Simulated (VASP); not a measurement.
# BN (F-43m) in VASP: a series of runs, part 2 of 2

VASP 6.6.1.

### Step 3. Single point, r2SCAN

This run uses another cell than the first one, of 5.88 Å³/atom.

The input, POSCAR:

```
BN
1.0
    0.0000000000      1.8048245560      1.8048245560
    1.8048245560      0.0000000000      1.8048245560
    1.8048245560      1.8048245560      0.0000000000
B N
1 1
Direct
    0.0000000000      0.0000000000      0.0000000000
    0.2500000000      0.2500000000      0.2500000000
```

The input, INCAR.step1:

```
  PREC = Accurate
  ENCUT = 1460
  ISMEAR = 0
  SIGMA = 0.01
  LREAL = False
  LASPH = True
  NELM = 120
  NBANDS = 11
  GGA = PE
  ALGO = Normal
  EDIFF = 1E-5
  LWAVE = True
  LCHARG = False
  GGA_COMPAT = False
```

The input, INCAR.step2:

```
  PREC = Accurate
  ENCUT = 1460
  EDIFF = 1E-6
  ISMEAR = 0
  SIGMA = 0.01
  LREAL = False
  LASPH = True
  NELM = 120
  ALGO = Normal
  ISIF = 2
  LWAVE = False
  LCHARG = True
  METAGGA = R2SCAN
  LMIXTAU = True
  LELF = True
  LVHAR = True
  NBANDS = 11
  ISTART = 1
  GGA_COMPAT = False
```

The input, KPOINTS:

```
regular mesh
0
Gamma
  10 10 10
```

Potentials or basis: VASP PAW PBE potentials, release 64 (B_h, N_h).

Command:

```bash
$ cat potpaw_PBE.64/B_h/POTCAR potpaw_PBE.64/N_h/POTCAR > POTCAR
$ cp INCAR.step1 INCAR
$ mpirun -np 1 vasp_std > vasp.out
$ cp INCAR.step2 INCAR
$ mpirun -np 1 vasp_std > vasp.out
```

OUTCAR:

```text
PREC = Accurate
   ENCUT = 1460
   EDIFF = 1E-6
   ISMEAR = 0
   LREAL = False
   LASPH = True
   NELM = 120
   ISIF = 2
   METAGGA = R2SCAN
   ISTART = 1

 ion  position               nearest neighbor table
   1  0.000  0.000  0.000-
   2  0.250  0.250  0.250-

  LATTYP: Found a face centered cubic cell.
 ALAT       =     3.6096491120

  Lattice vectors:

 A1 = (   0.0000000000,   1.8048245560,   1.8048245560)
 A2 = (   1.8048245560,   0.0000000000,   1.8048245560)
 A3 = (   1.8048245560,   1.8048245560,   0.0000000000)

Analysis of symmetry for initial positions (statically):
=====================================================================
 Subroutine PRICEL returns:
 Original cell was already a primitive cell.

 Routine SETGRP: Setting up the symmetry group for a
 face centered cubic supercell.

 Subroutine GETGRP returns: Found 24 space group operations
 (whereof 24 operations were pure point group operations)
 out of a pool of 48 trial point group operations.

The static configuration has the point symmetry T_d .

Analysis of symmetry for dynamics (positions and initial velocities):
=====================================================================
 Subroutine PRICEL returns:
 Original cell was already a primitive cell.

 Routine SETGRP: Setting up the symmetry group for a
 face centered cubic supercell.

 Subroutine GETGRP returns: Found 24 space group operations
 (whereof 24 operations were pure point group operations)
 out of a pool of 48 trial point group operations.

The dynamic configuration has the point symmetry T_d .

 Subroutine INISYM returns: Found 24 space group operations
 (whereof 24 operations are pure point group operations),
 and found     1 'primitive' translations

----------------------------------------------------------------------------------------

                                     Primitive cell

  volume of cell :      11.7580

  direct lattice vectors                    reciprocal lattice vectors
     0.000000000  1.804824556  1.804824556    -0.277035238  0.277035238  0.277035238
     1.804824556  0.000000000  1.804824556     0.277035238 -0.277035238  0.277035238
     1.804824556  1.804824556  0.000000000     0.277035238  0.277035238 -0.277035238

  length of vectors
     2.552407365  2.552407365  2.552407365     0.479839107  0.479839107  0.479839107

  position of ions in fractional coordinates (direct lattice)
     0.000000000  0.000000000  0.000000000
     0.250000000  0.250000000  0.250000000

  ion indices of the primitive-cell ions
   primitive index   ion index
                 1           1
                 2           2

----------------------------------------------------------------------------------------

 KPOINTS: regular mesh

Automatic generation of k-mesh.
 Grid dimensions read from file:
 generate k-points for:   10   10   10

 Generating k-lattice:

  Cartesian coordinates                     Fractional coordinates (reciprocal lattice)
    -0.027703524  0.027703524  0.027703524     0.100000000  0.000000000  0.000000000
     0.027703524 -0.027703524  0.027703524     0.000000000  0.100000000  0.000000000
     0.027703524  0.027703524 -0.027703524     0.000000000  0.000000000  0.100000000

  Length of vectors
     0.047983911  0.047983911  0.047983911

  Shift w.r.t. Gamma in fractional coordinates (k-lattice)
     0.000000000  0.000000000  0.000000000

 Subroutine IBZKPT returns following result:
 ===========================================

 Found     47 irreducible k-points:

 Following reciprocal coordinates:
            Coordinates               Weight
  0.000000  0.000000  0.000000      1.000000
  0.100000  0.000000  0.000000      8.000000
  0.200000  0.000000  0.000000      8.000000
  0.300000  0.000000  0.000000      8.000000
  0.400000  0.000000  0.000000      8.000000
  0.500000  0.000000  0.000000      4.000000
[... 16 lines left out ...]
  0.300000  0.300000  0.000000      6.000000
  0.400000  0.300000  0.000000     24.000000
 [... further k-points ...]
   k-points           NKPTS =     47   k-points in BZ     NKDIM =     47   number of bands    NBANDS=     11
   number of dos      NEDOS =    301   number of ions     NIONS =      2
   total plane-waves  NPLWV =  32768
   dimension x,y,z NGX =    32 NGY =   32 NGZ =   32
   dimension x,y,z NGXF=    64 NGYF=   64 NGZF=   64
   ions per type =               1   1
   NGX,Y,Z   is equivalent  to a cutoff of  20.84, 20.84, 20.84 a.u.
   NGXF,Y,Z  is equivalent  to a cutoff of  41.69, 41.69, 41.69 a.u.
 SYSTEM =  unknown system
   PREC   = accura    normal or accurate (medium, high low for compatibility)
   ISTART =      1    job   : 0-new  1-cont  2-samecut
   ICHARG =      0    charge: 1-file 2-atom 10-const
   ISPIN  =      1    spin polarized calculation?
   LNONCOLLINEAR =      F non collinear calculations
   LSORBIT =      F    spin-orbit coupling
   LASPH  =      T    aspherical Exc in radial PAW
   ENCUT  = 1460.0 eV 107.31 Ry   10.36 a.u.   7.95  7.95  7.95*2*pi/ulx,y,z
   NELM   =    120;   NELMIN=  2; NELMDL=  0     # of ELM steps
   EDIFF  = 0.1E-05   stopping-criterion for ELM
   LREAL  =      F    real-space projection
   EDIFFG = 0.1E-04   stopping-criterion for IOM
   NSW    =      0    number of steps for IOM
   IBRION =     -1    ionic relax: 0-MD 1-quasi-New 2-CG
   NFREE  =      0    steps in history (QN), initial steepest desc. (CG)
   ISIF   =      2    stress and relaxation
   ISYM   =      2    0-nonsym 1-usesym 2-fastsym
   POTIM  = 0.5000    time-step for ionic-motion
   TEBEG  =    0.0;   TEEND  =   0.0 temperature during run
   PSTRESS=    0.0 pullay stress
   NELECT =       8.0000    total number of electrons
   NUPDOWN=      -1.0000    fix difference up-down
   EMIN   =  10.00;   EMAX   =-10.00  energy-range for DOS
   EFERMI =   0.00;   METHOD = LEGACY
   ISMEAR =     0;   SIGMA  =   0.01  broadening in eV -4-tet -1-fermi 0-gaus
   EFERMI_NEDOS =   21; number of points for ismear=-14 and -15
   IALGO  =     38    algorithm
   IMIX   =      4    mixing-type and parameters
     AMIX     =   0.40;   BMIX     =  1.00
     AMIX_MAG =   1.60;   BMIX_MAG =  1.00
  volume/ion in A,a.u.               =       5.88        39.67
  Fermi-wavevector in a.u.,A,eV,Ry     =   1.439881  2.720980 28.208365  2.073256
  Thomas-Fermi vector in A             =   2.558687
   LORBIT       =      0    0 simple, 1 ext, 2 COOP (PROOUT), +10 PAW based schemes
   METAGGA = R2SCAN    functional components
   LHFCALC =     F    Hartree Fock is set to
   AEXX    =    0.0000 exact exchange contribution
   IVDW    =     0    specifies the selected vdW correction
   LEPSILON=     F    determine dielectric tensor
   LRPA    =     F    only Hartree local field effects (RPA)
 non-spin polarized calculation
 Gauss-broadening in eV      SIGMA  =   0.01
  energy-cutoff  :     1460.00
  volume of cell :       11.76
 maximum number of plane-waves:      1524
   NGX = 15   NGY = 15   NGZ = 15

 number of electron       8.0000000 magnetization

 Free energy of the ion-electron system (eV)
  ---------------------------------------------------
  ext. energy  EPLUGINS =         0.00000000
  ---------------------------------------------------
  free energy    TOTEN  =       -19.20397381 eV

  energy without entropy =      -19.20397381  energy(sigma->0) =      -19.20397381

 E-fermi :   9.1409     XC(G=0): -13.7800

 val. band max:        8.9853346913   @ k =   0.0000   0.0000   0.0000
 cond. band min:      13.9833428725   @ k =   0.5000   0.5000   0.0000
 fundamental gap:      4.9980081812
 Fermi energy:         9.1408894705

 k-point     1 :       0.0000    0.0000    0.0000
  band No.  band energies     occupation
      1     -12.3489      2.00000
      2       8.9853      2.00000
      3       8.9853      2.00000
      4       8.9853      2.00000
      5      18.5570      0.00000
      6      18.5570      0.00000
      7      18.5570      0.00000
      8      20.1251      0.00000
      9      35.2146      0.00000
     10      37.7429      0.00000
     11      37.7429      0.00000
[... 309 lines left out ...]
 k-point    24 :       0.4000    0.3000    0.0000
  band No.  band energies     occupation
      1      -8.4476      2.00000
      2       1.8526      2.00000
      3       4.2898      2.00000
      4       4.7449      2.00000
      5      15.6942      0.00000
      6      20.3166      0.00000
      7      25.6500      0.00000
      8      25.7706      0.00000
      9      30.0668      0.00000
     10      37.7748      0.00000
     11      42.2174      0.00000

 [... further k-points ...]

------------------------ aborting loop because EDIFF is reached ----------------------------------------

  FORCE on cell =-STRESS in cart. coord.  units (eV):
  Direction    XX          YY          ZZ          XY          YZ          ZX
  --------------------------------------------------------------------------------------
  -------------------------------------------------------------------------------------
  Total       -0.0320506     -0.0320506     -0.0320506     -0.0000000     -0.0000000      0.0000000
  in kB       -4.3672912     -4.3672912     -4.3672912     -0.0000000     -0.0000000      0.0000000
  external PRESSURE =      -4.3672912 kB  Pullay stress =       0.0000000 kB

 VOLUME and BASIS-vectors are now :
 -----------------------------------------------------------------------------
  energy-cutoff  :     1460.00
  volume of cell :       11.76
      direct lattice vectors                 reciprocal lattice vectors
     0.000000000  1.804824556  1.804824556    -0.277035238  0.277035238  0.277035238
     1.804824556  0.000000000  1.804824556     0.277035238 -0.277035238  0.277035238
     1.804824556  1.804824556  0.000000000     0.277035238  0.277035238 -0.277035238

 POSITION                                       TOTAL-FORCE (eV/Angst)
 -----------------------------------------------------------------------------------
      0.00000      0.00000      0.00000        -0.000000      0.000000     -0.000000
      0.90241      0.90241      0.90241         0.000000     -0.000000      0.000000
 -----------------------------------------------------------------------------------
    total drift:                               -0.000000     -0.000000     -0.000000

  FREE ENERGIE OF THE ION-ELECTRON SYSTEM (eV)
  ---------------------------------------------------
  free  energy   TOTEN  =       -19.2039738135 eV

  energy  without entropy=      -19.2039738135  energy(sigma->0) =      -19.20397381
```

Run time: 50 s. Hardware: 1 thread of Intel Xeon Platinum 8488C (Sapphire Rapids), shared host; peak memory 0.18 GiB.

What came out:

* Free energy: -19.2040 eV
* Pressure: -0.4 GPa
* Band gap on the k mesh: 5.00 eV (least direct gap 9.57 eV)

Levels at points of the mesh, in eV from the valence-band top:
```csv
k point,band 1,band 2,band 3,band 4,band 5,band 6,band 7,band 8
"(0.00, 0.00, 0.00)",-21.33,0.00,0.00,0.00,9.57,9.57,9.57,11.14
"(0.50, 0.00, 0.00)",-17.02,-11.11,-2.02,-2.02,10.85,11.51,11.51,16.46
"(0.50, 0.50, 0.00)",-15.59,-9.34,-5.11,-5.11,5.00,9.84,19.36,19.36
```

Caveat: the PAW data sets were made with another functional, which shifts forces and pressure a little.

### Step 4. Single point, r2SCAN

This run uses another cell than the first one, of 5.88 Å³/atom.

POSCAR is that of step 3.

The input, INCAR.step1:

```
SYSTEM = BN
ALGO = Normal
EDIFF = 1E-5
ENCUT = 1460
GGA = PE
GGA_COMPAT = .FALSE.
ISMEAR = 0
LASPH = .TRUE.
LCHARG = .FALSE.
LREAL = .FALSE.
LWAVE = .TRUE.
NBANDS = 11
NELM = 120
PREC = Accurate
SIGMA = 0.01
```

The input, INCAR.step2:

```
SYSTEM = BN
ALGO = Normal
EDIFF = 1E-6
ENCUT = 1460
GGA_COMPAT = .FALSE.
ISIF = 2
ISMEAR = 0
ISTART = 1
LASPH = .TRUE.
LCHARG = .FALSE.
LMIXTAU = .TRUE.
LREAL = .FALSE.
LWAVE = .FALSE.
METAGGA = R2SCAN
NBANDS = 11
NELM = 120
PREC = Accurate
SIGMA = 0.01
```

The input, KPOINTS:

```
k-points
0
G
  12 12 12
  0 0 0
```

Command:

```bash
$ cat potpaw_PBE.64/B_h/POTCAR potpaw_PBE.64/N_h/POTCAR > POTCAR
$ cp INCAR.step1 INCAR
$ mpirun -np 1 vasp_std > vasp.out
$ cp INCAR.step2 INCAR
$ mpirun -np 1 vasp_std > vasp.out
```

Wall time 43 s (1 thread of Intel Xeon 6975P-C (Granite Rapids), shared host); peak memory 0.2 GiB.

Results (log left out):

| Quantity | Value |
| --- | --- |
| Free energy | -19.2040 eV |
| Pressure | -0.4 GPa |
| Band gap on the k mesh | 5.00 eV (least direct gap 9.57 eV) |

Levels at points of the mesh, in eV from the valence-band top:
```tsv
k point	band 1	band 2	band 3	band 4	band 5	band 6	band 7	band 8
(0.00, 0.00, 0.00)	-21.33	0.00	0.00	0.00	9.57	9.57	9.57	11.14
(0.50, 0.00, 0.00)	-17.02	-11.11	-2.02	-2.02	10.85	11.51	11.51	16.46
(0.50, 0.50, 0.00)	-15.59	-9.34	-5.11	-5.11	5.00	9.84	19.36	19.36
```

Caveat: the PAW data sets were made with another functional, which shifts forces and pressure a little.

### Step 5. Summary

| cell | k mesh | gap on the mesh (eV) | pressure (GPa) |
| --- | --- | --- | --- |
| a = 2.578 Å, angles 60.0°, 2 atoms | 10 × 10 × 10 | 4.96 | -11.4 |
| a = 2.552 Å, angles 60.0°, 2 atoms | 10 × 10 × 10 | 5.00 | -0.4 |
| a = 2.552 Å, angles 60.0°, 2 atoms | 12 × 12 × 12 | 5.00 | -0.4 |

Alike in all rows: task single point; level r2SCAN; potentials or basis VASP PAW PBE potentials, release 64 (B_h, N_h); no spin polarisation; cutoff (eV) 1460; smearing gaussian 0.01 eV.

Caveats: the PAW data sets were made with another functional, which shifts forces and pressure a little; the cell stands under tension (at least some runs).

Absolute energies hang on the potentials; compare differences alone.

### Step 6. Against experiment

Step 3. Measured gap of BN: 6.4 eV (indirect; 300 K; a printed reference work, monograph). This calculation gives 5.00 eV (-1.40 eV). The value is that of r2SCAN on a finite k mesh, which can miss the band edges, without temperature or zero-point motion.

Step 4. Against the measured gap of BN, 6.4 eV (indirect; 300 K; a printed reference work, monograph), the calculated 5.00 eV is off by -1.40 eV. The value is that of r2SCAN on a finite k mesh, which can miss the band edges, without temperature or zero-point motion.
